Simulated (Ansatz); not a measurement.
# BN (F-43m) in Ansatz: further runs

One crystal, BN, is run at these levels: PBE, RPBE, revPBE, B3LYP+D3(BJ); tasks: phonons, band structure, Born charges and dielectric tensor.

Program: Ansatz 0.2.0. These are calculated values, not measurements. Logs are shortened: lines on timing, memory, paths and dates and some standing lists are left out, and cuts for length are marked.

**The experiment to reproduce.**

A printed reference work, monograph reports, for a bulk crystal of BN at 300 K: band gap 6.4 eV (indirect).

How close the calculation comes is told below.

## 1. Starting point

Symmetry: F-43m, No. 216, cubic system. The conventional cell has a = 3.626 Å, b = 3.626 Å, c = 3.626 Å, α = 90.00°, β = 90.00°, γ = 90.00°. Around N (site symmetry -43m) lie 4 B at 1.57 Å. Around B (site symmetry -43m) lie 4 N at 1.57 Å.

The cell is a database's computed one.

## 2. Phonons, PBE

The input, input.yaml:

```yaml
crystal:
  lattice:
    - [0.0, 1.813001, 1.813001]
    - [1.813001, 0.0, 1.813001]
    - [1.813001, 1.813001, 0.0]
  atoms:
    - { symbol: "N", position: [0.25, 0.25, 0.25] }
    - { symbol: B, position: [0.0, 0.0, 0.0] }
hamiltonian:
  xc: pbe
  pseudopotentials: { kind: paw }
kpoints:
  mp_grid: { grid: [10, 10, 10] }
scf:
  occupations: { method: fixed }
phonons:
  method: dfpt
  dielectric: true
  rigid_motions: translations
  qmesh: [2, 2, 2]
  temperatures: { t_max: 1000, t_step: 100 }
  qpath:
    path:
      - [[0.0, 0.0, 0.0], [0.5, 0.0, 0.5], [0.5, 0.25, 0.75], [0.375, 0.375, 0.75], [0.0, 0.0, 0.0], [0.5, 0.5, 0.5], [0.625, 0.25, 0.625], [0.5, 0.25, 0.75], [0.5, 0.5, 0.5], [0.375, 0.375, 0.75]]
      - [[0.625, 0.25, 0.625], [0.5, 0.0, 0.5]]
    npoints: 8
```

Potentials or basis: Ansatz PAW.

Started as:

```sh
$ ansatz run input.yaml --threads 2 --pin off --max-ram 5632MiB --backend cpu --events-out ev --progress --plain --runs-dir out
```

The log of the run:

```text
Warning: phonons: the dynamical matrix that this run interpolates holds no multipole term above the dipole-dipole one, and a site of this crystal is no centre of inversion, so its interpolated transverse optical and acoustic branches and sound speeds can stay off near Gamma, and the density of states and the thermodynamics with them. What a run solves at a wave vector of phonons.qpoints, Gamma apart, where the deck admits one, is free of this, and under fd what a larger phonons.supercell samples
Warning: RAYON_NUM_THREADS=2 ignored (pool sized by the plan → 2); use --threads N
Engine: ansatz 0.2.0, x86_64-unknown-linux-gnu
Pseudopotentials: kind: paw
Pseudopotential: N, paw, valence charge 5, recommended cutoff 420 eV (normal), N.paw.azcp
Pseudopotential: B, paw, valence charge 3, recommended cutoff 420 eV (normal), B.paw.azcp
Functional definition: PBE
  parameter kappa = 0.804
  parameter beta = 0.06672455060314922
  exchange = pbe_x(kappa = kappa, mu = beta*pi^2/3)
  correlation = pbe_c(beta = beta)
Crystal: 2 atoms, lattice volume = 11.919 Å³
Basis set: ecut = 420 eV, 259 PW (Γ), exchange–correlation on 36×36×36 points (8 copies of the dense FFT grid, shifted against one another)
Bands: 8, of which v1, the nominal top of the filled ones, is band 4 counted from 1 (3 counted from 0)
Symmetry: 24 space group operations
k-points: 171 of 1000 (irreducible under 4 space group operations, time reversal used)
Non-local potential: N, projectors of the file, l = 0: 2, l = 1: 2, l = 2: 1
Non-local potential: B, projectors of the file, l = 0: 2, l = 1: 2, l = 2: 1
PAW form: soft (Blöchl's): semilocal exchange-correlation on the pseudo side does not see the compensation charge
PAW one-centre angular grid: N, 110 points (default); XC on 64 Gauss nodes
PAW one-centre angular grid: B, 110 points (default); XC on 64 Gauss nodes
Initial density: superposition of atomic densities (neutral atoms: chi_scale 0, normalization atom), corrected by the library's trained network
Initial wavefunctions: pseudopotential atomic-orbital guess
Functional: x = pbe(κ = 0.804, μ = 0.2195149727645171), c = pbe(β = 0.06672455060314922)
SCF iter   1: F=—  HF=-542.275702 eV  |F-HF|=—  |Δ(HF+E_count)|=         —  Δρ=1.61e-3  dr2=1.70e-4  ethr=1.77e-3  ⟨swp⟩=3.9  Hψ=7772  notcnv=0  defer=286
preconditioner: auto → none  [insulator: Δε(μ)=4.466 eV  Ē_g=19.881 eV  n_scr=0 (ndim 8)  ℏωp=30.4 eV  f_vac=0.000  ε∞_Penn≈3.3]
SCF iter   2: F=—  HF=-542.275819 eV  |F-HF|=—  |Δ(HF+E_count)|=   1.18e-4  Δρ=8.35e-4  dr2=2.36e-5  ethr=2.13e-6  ⟨swp⟩=2.1  Hψ=3731  notcnv=0  defer=324
SCF iter   3: F=—  HF=-542.275857 eV  |F-HF|=—  |Δ(HF+E_count)|=   3.80e-5  Δρ=3.69e-4  dr2=5.64e-6  ethr=2.95e-7  ⟨swp⟩=2.2  Hψ=1993  notcnv=0  defer=129
SCF iter   4: F=—  HF=-542.275872 eV  |F-HF|=—  |Δ(HF+E_count)|=   1.42e-5  Δρ=2.20e-5  dr2=1.79e-8  ethr=7.05e-8  ⟨swp⟩=2.2  Hψ=1961  notcnv=0
SCF iter   5: F=—  HF=-542.275872 eV  |F-HF|=—  |Δ(HF+E_count)|=   5.45e-7  Δρ=5.49e-6  dr2=9.87e-10  ethr=2.24e-10  ⟨swp⟩=2.3  Hψ=1927  notcnv=0
SCF iter   6: F=-542.275872 eV  HF=-542.275872 eV  |F-HF|=2.82e-11  |Δ(HF+E_count)|=   3.80e-9  Δρ=5.38e-7  dr2=1.73e-11  ethr=1.25e-12  ⟨swp⟩=6.9  Hψ=7250  notcnv=0
SCF 1 converged in 6 iterations: F = -542.275872 eV  dr2 = 1.73e-11
NSCF: frozen V_eff on 2 k-points
DFPT response loops at Γ: preconditioner auto → none (the input reference at scf.mixing.eps_inf says where Resta's filter doesn't serve); β = 0.50; Broyden in place of MSR1
── the response to a field inside a basis, on 10×10×10 k-points: an SCF that follows is theirs, and a resumed run solves both again ──
Bands: 5, of which v1, the nominal top of the filled ones, is band 4 counted from 1 (3 counted from 0)
k-points: 110 of 1000 (irreducible under 6 space group operations, time reversal used)
Initial density: handed on by an earlier stage of this run
Initial wavefunctions: pseudopotential atomic-orbital guess (no wavefunctions were taken with the density)
Eigensolver: Dense (110 Hₖ)
SCF iter   1: F=—  HF=-542.280597 eV  |F-HF|=—  |Δ(HF+E_count)|=         —  Δρ=7.55e-4  dr2=8.44e-6  ethr=1.00e-1
preconditioner: auto → none  [insulator: Δε(μ)=4.742 eV  Ē_g=16.322 eV  n_scr=0 (ndim 8)  ℏωp=30.4 eV  f_vac=0.000  ε∞_Penn≈4.5]
SCF iter   2: F=—  HF=-542.280611 eV  |F-HF|=—  |Δ(HF+E_count)|=   1.33e-5  Δρ=3.68e-4  dr2=2.07e-6  ethr=1.06e-7
SCF iter   3: F=—  HF=-542.280616 eV  |F-HF|=—  |Δ(HF+E_count)|=   5.16e-6  Δρ=1.07e-4  dr2=6.49e-7  ethr=2.58e-8
SCF iter   4: F=-542.280616 eV  HF=-542.280616 eV  |F-HF|=2.38e-9  |Δ(HF+E_count)|=   1.45e-9  Δρ=1.21e-5  dr2=5.39e-9  ethr=8.11e-9
SCF 1 converged in 4 iterations: F = -542.280616 eV  dr2 = 5.39e-9
DFPT response loops at Γ: mixed as the last ones told, above
NSCF: frozen V_eff on 47 k-points
NSCF: frozen V_eff on 564 k-points
DFPT response loops at q = (0, 0, -0.5) (fractional): mixed as the last ones told, above
NSCF: frozen V_eff on 342 k-points
DFPT response loops at q = (0, -0.5, -0.5) (fractional): mixed as the last ones told, above
SCF converged after 6 iterations
Free energy (F): -542.275872 eV
Harris-Foulkes:  -542.275872 eV  (|F-HF|=2.82e-11)
Internal energy: -542.275872 eV  (E = F + TS)
E sigma→0 (E₀):  -542.275872 eV
Fermi energy:    11.033503 eV
--- Per-component energies (eV) ---
  E_band       = 25.639101
  E_kinetic    = 185.077798
  E_local      = -176.197509  (includes V_loc(G=0)·N_el)
  E_nonlocal   = 56.508322
  E_hartree    = 49.345257
  E_xc         = -93.313851
  E_vxc        = -116.056033  (∫ρ·V_xc dr)
  E_paw        = -206.398752  (= ΣΔE_a)
  E_vpaw       = -22.384099  (= ΣTr[D̂ρ^β])
  E_aug_tail   = 0.000103  (compensation charges beyond the density's cutoff)
  E_ewald      = -357.297240
  E_smearing   = -0.000000  (= −TS)
  E_closure    = 0.000000  (closes the sum)
  Σ components = -542.275872   (vs F -542.275872, Δ=0.00e0)
--- Band table (eV; the first three rows and the last of 171) ---
  k-point 0: bands = ["-9.0951", "11.0335", "11.0335", "11.0335", "19.8207", "19.8207", "19.8207", "21.2078"]
  k-point 1: bands = ["-8.8536", "9.7733", "10.7828", "10.7828", "20.0688", "20.2002", "20.2002", "22.0188"]
  k-point 2: bands = ["-8.1433", "7.0756", "10.2176", "10.2176", "20.4117", "20.9876", "20.9876", "23.6986"]
  k-point 170: bands = ["-3.4802", "2.8365", "4.2910", "5.6825", "20.5365", "23.3883", "25.6960", "26.6295"]
--- Phonons (Γ-DFPT): 2 representative perturbations + reference, on 171 of 1000 k-points (Σ response iterations 6) ---
  k mesh reduced under 4 symmetry operations, with k and −k counted as one. Each operation leaves every solved perturbation unchanged. A smaller set is not considered because the run solves the response to a homogeneous field
  ASR residual: 2.121e-4 → 0.000e0 eV/Å²; symmetrization residual: 7.416e-7 eV/Å²
  ASR residual per site (eV/Å²): 2.12e-4 5.29e-5
  Γ frequencies (cm⁻¹): 0.00 0.00 0.00 1025.17 1025.17 1025.17
  ε∞ (high-frequency dielectric tensor):
        4.615731    -0.000000     0.000000
       -0.000000     4.615731     0.000000
        0.000000     0.000000     4.615731
  ε⁰ (static dielectric tensor: ions relaxed, cell fixed):
        6.976266    -0.000000     0.000000
       -0.000000     6.976266     0.000000
        0.000000     0.000000     6.976266
  ε⁰ − ε∞ (ionic part):
        2.360535    -0.000000    -0.000000
       -0.000000     2.360535     0.000000
       -0.000000     0.000000     2.360535
  softest optical mode at Γ: 1025.17 cm⁻¹; the repairs (sum rule, projections) moved no ω² at Γ by more than (2.06 cm⁻¹)²
  Born effective charges Z* (e; rows j = field, columns β = displacement):
    site 0:
        -1.91475    0.00000    0.00000
         0.00000   -1.91475   -0.00000
         0.00000   -0.00000   -1.91475
    site 1:
         1.91475   -0.00000   -0.00000
        -0.00000    1.91475    0.00000
        -0.00000    0.00000    1.91475
  Z* charge neutrality: 1.220e-4 e pre-enforcement
  solved inside a basis spanned on kpoints, on 10×10×10 k-points, its susceptibility summed on 14×14×14: ε∞ is read to err by 1.1e-2, Z* by 6.2e-3 e (field_mesh: kpoints solves on kpoints); Z* is corrected for what the basis lacks
  optical modes at Γ without the LO–TO term, one row a degenerate level:
      ω (cm⁻¹)  modes    IR ((D/Å)²/amu)
       1025.17      3            41.5899
  optical modes at Γ + LO–TO along q̂ = [1.0000, 0.0000, 0.0000]:
      ω (cm⁻¹)  modes    IR ((D/Å)²/amu)
       1025.17      2            27.7266
       1260.34      1            13.8633
  optical modes at Γ + LO–TO along q̂ = [0.0000, 1.0000, 0.0000]:
      ω (cm⁻¹)  modes    IR ((D/Å)²/amu)
       1025.17      2            27.7266
       1260.34      1            13.8633
  optical modes at Γ + LO–TO along q̂ = [0.0000, 0.0000, 1.0000]:
      ω (cm⁻¹)  modes    IR ((D/Å)²/amu)
       1025.17      2            27.7266
       1260.34      1            13.8633
--- Phonons (arbitrary-q DFPT): 3 irreducible q on the 2×2×2 mesh ---
  q = [0.0000, 0.0000, 0.0000] (star 1, of the zone-centre solve; hermiticity 6.29e-8, symmetrization 1.35e-15): -0.00 0.00 0.00 1025.17 1025.17 1025.17
  q = [0.0000, 0.0000, -0.5000] (star 4, 2 solved perturbations on 282 of 1000 k-point pairs; hermiticity 1.51e-8, symmetrization 5.24e-15): 482.62 482.62 952.43 963.99 963.99 1121.81
  q = [0.0000, -0.5000, -0.5000] (star 3, 4 solved perturbations in 546 linear systems a pass and spin channel, the states on 171 of 1000 k-point pairs; hermiticity 2.63e-8, symmetrization 5.03e-15): 694.79 694.79 882.64 882.64 995.43 1137.36
  sum rule: each row above includes the acoustic sum rule's correction from the zone centre's row sums; it moved no ω² by more than (2.03 cm⁻¹)²
  mesh force constants: q→R imaginary residual 5.49e-18; ASR residual 2.121e-4 → 0.000e0 eV/Å²; symmetrization residual 2.132e-14 eV/Å²
  interpolated dispersion: 83 rows × 6 modes
  density of states and harmonic sums: on the 30×30×30 q-mesh, interpolated from the force constants of a 2×2×2 supercell (with the dipole–dipole term)
  largest difference from the sums on the solved wave vectors: F 1.83e-2 eV, S 5.16e-5 and C_V 3.13e-5 eV/K
  zero-point energy: 0.310304 eV/cell   skipped modes (ω ≤ 0): 3   left out of the sums: 1.85e-5 of the cell's modes: C_V's classical limit lies that fraction below 3 k_B per atom; for a crystal, a wire or a layer, F and S can be off by more, and a phonons.interpolated_qmesh denser along its periods is the remedy for the sampling
```

Run time: 19 s. Hardware: 2 threads of Intel Xeon at 2.70GHz, shared host; peak memory 0.51 GiB.

Results:

| Property | Result |
| --- | --- |
| Free energy | -542.2759 eV |
| Band gap on the k mesh | 4.46 eV, indirect (least direct gap 8.79 eV) |
| Electronic dielectric tensor (diagonal) | 4.62 |
| Born charges (mean of the diagonal) | N -1.91; B +1.91 e |
| Highest phonon frequency, LO-TO splitting left out | 1137 cm⁻¹ |
| Static dielectric tensor (diagonal) | 6.98 |

Phonon frequencies in cm⁻¹ (negative: imaginary):
| q point | frequencies |
| --- | --- |
| (0.000, 0.000, 0.000) | 0 0 0 1025 1025 1025 |
| (0.000, 0.000, -0.500) | 483 483 952 964 964 1122 |
| (0.000, -0.500, -0.500) | 695 695 883 883 995 1137 |

Electronic dielectric tensor:
```
4.62 0.00 0.00
0.00 4.62 0.00
0.00 0.00 4.62
```

Born effective charge tensors (e):
atom 1, N
```
-1.91  0.00  0.00
 0.00 -1.91  0.00
 0.00  0.00 -1.91
```
atom 2, B
```
1.91 0.00 0.00
0.00 1.91 0.00
0.00 0.00 1.91
```

Static dielectric tensor, electrons and zone-centre modes:
```
6.98 0.00 0.00
0.00 6.98 0.00
0.00 0.00 6.98
```

Caveat: the q mesh is small, so phonon branches between its points and thermal values are rough.

## 3. Band structure, RPBE

The input, input.yaml:

```yaml
crystal:
  lattice:
    - [0.0, 1.813001, 1.813001]
    - [1.813001, 0.0, 1.813001]
    - [1.813001, 1.813001, 0.0]
  atoms:
    - { symbol: "N", position: [0.25, 0.25, 0.25] }
    - { symbol: B, position: [0.0, 0.0, 0.0] }
hamiltonian:
  xc: rpbe
  pseudopotentials: { kind: paw }
kpoints:
  mp_grid: { grid: [13, 13, 13] }
  band_path:
    path:
      - [[0.0, 0.0, 0.0], [0.5, 0.0, 0.5], [0.5, 0.25, 0.75], [0.375, 0.375, 0.75], [0.0, 0.0, 0.0], [0.5, 0.5, 0.5], [0.625, 0.25, 0.625], [0.5, 0.25, 0.75], [0.5, 0.5, 0.5], [0.375, 0.375, 0.75]]
      - [[0.625, 0.25, 0.625], [0.5, 0.0, 0.5]]
    npoints: 14
scf:
  occupations: { method: fermi_dirac, width: 0.05 }
  n_extra_bands: 6
output:
  forces: true
  stress: true
  eigenvalues: true
  fatbands: false
```

Potentials or basis: Ansatz PAW.

Started as:

```sh
$ ansatz run input.yaml --threads 2 --pin off --max-ram 5632MiB --backend cpu --events-out ev --progress --plain --runs-dir out
```

Wall time 1.7 s (2 threads of Intel Xeon at 2.70GHz, shared host); peak memory 0.29 GiB.

Results (log left out):

* Free energy: -544.7695 eV
* Pressure: 5.4 GPa
* Band gap on the k mesh: 4.57 eV, indirect (least direct gap 8.85 eV)
* Band gap along the path: 4.50 eV, indirect (least direct gap 8.85 eV)

Levels at the corners of the path, in eV from the valence-band top:
| point | band 1 | band 2 | band 3 | band 4 | band 5 | band 6 | band 7 | band 8 |
| --- | --- | --- | --- | --- | --- | --- | --- | --- |
| Γ | -20.19 | 0.00 | 0.00 | 0.00 | 8.85 | 8.85 | 8.85 | 10.17 |
| X | -14.68 | -8.88 | -4.86 | -4.86 | 4.50 | 9.22 | 17.90 | 17.90 |
| W | -14.39 | -7.58 | -6.88 | -6.43 | 9.62 | 13.24 | 14.54 | 14.56 |
| K | -14.61 | -8.11 | -7.58 | -4.04 | 6.93 | 12.84 | 15.80 | 16.62 |
| Γ | -20.19 | 0.00 | 0.00 | 0.00 | 8.85 | 8.85 | 8.85 | 10.17 |
| L | -16.04 | -10.61 | -1.92 | -1.92 | 10.01 | 10.72 | 10.72 | 15.26 |
| U | -14.61 | -8.11 | -7.58 | -4.04 | 6.93 | 12.84 | 15.80 | 16.62 |
| W | -14.39 | -7.58 | -6.88 | -6.43 | 9.62 | 13.24 | 14.54 | 14.56 |
| L | -16.04 | -10.61 | -1.92 | -1.92 | 10.01 | 10.72 | 10.72 | 15.26 |
| K | -14.61 | -8.11 | -7.58 | -4.04 | 6.93 | 12.84 | 15.80 | 16.62 |
| U | -14.61 | -8.11 | -7.58 | -4.04 | 6.93 | 12.84 | 15.80 | 16.62 |
| X | -14.68 | -8.88 | -4.86 | -4.86 | 4.50 | 9.22 | 17.90 | 17.90 |

Caveat: the k mesh misses the band edges, so the gap on the mesh is wider than the one along the path; the pressure holds a Pulay correction of +0.9 GPa for the finite cutoff; the PAW data sets come from PBE, with cores solved anew for the run's functional, which leaves a small shift of forces and pressure.

## 4. Band structure, revPBE

input.yaml: that of step 3 with these lines changed.

```diff
@@ -9,3 +9,3 @@
 hamiltonian:
-  xc: rpbe
+  xc: revpbe
   pseudopotentials: { kind: paw }
```

Started as:

```sh
$ ansatz run input.yaml --threads 2 --pin off --max-ram 5632MiB --backend cpu --events-out ev --progress --plain --runs-dir out
```

Run time: 1.9 s. Hardware: 2 threads of Intel Xeon at 2.70GHz, shared host; peak memory 0.29 GiB.

It converged, with:

- Free energy: -544.0861 eV
- Pressure: 4.0 GPa
- Band gap on the k mesh: 4.56 eV, indirect (least direct gap 8.84 eV)
- Band gap along the path: 4.48 eV, indirect (least direct gap 8.84 eV)

Levels at the corners of the path, in eV from the valence-band top:
| point | band 2 | band 3 | band 4 | band 5 | band 6 | band 7 |
| --- | --- | --- | --- | --- | --- | --- |
| Γ | 0.00 | 0.00 | 0.00 | 8.84 | 8.84 | 8.84 |
| X | -8.88 | -4.86 | -4.86 | 4.48 | 9.21 | 17.87 |
| W | -7.58 | -6.89 | -6.43 | 9.60 | 13.23 | 14.53 |
| K | -8.10 | -7.58 | -4.04 | 6.92 | 12.83 | 15.78 |
| Γ | 0.00 | 0.00 | 0.00 | 8.84 | 8.84 | 8.84 |
| L | -10.61 | -1.92 | -1.92 | 10.01 | 10.71 | 10.71 |
| U | -8.10 | -7.58 | -4.04 | 6.92 | 12.83 | 15.78 |
| W | -7.58 | -6.89 | -6.43 | 9.60 | 13.23 | 14.53 |
| L | -10.61 | -1.92 | -1.92 | 10.01 | 10.71 | 10.71 |
| K | -8.10 | -7.58 | -4.04 | 6.92 | 12.83 | 15.78 |
| U | -8.10 | -7.58 | -4.04 | 6.92 | 12.83 | 15.78 |
| X | -8.88 | -4.86 | -4.86 | 4.48 | 9.21 | 17.87 |

Caveat: the k mesh misses the band edges, so the gap on the mesh is wider than the one along the path; the pressure holds a Pulay correction of +1.0 GPa for the finite cutoff; the PAW data sets come from PBE, with cores solved anew for the run's functional, which leaves a small shift of forces and pressure.

[end of part 1 of 2]
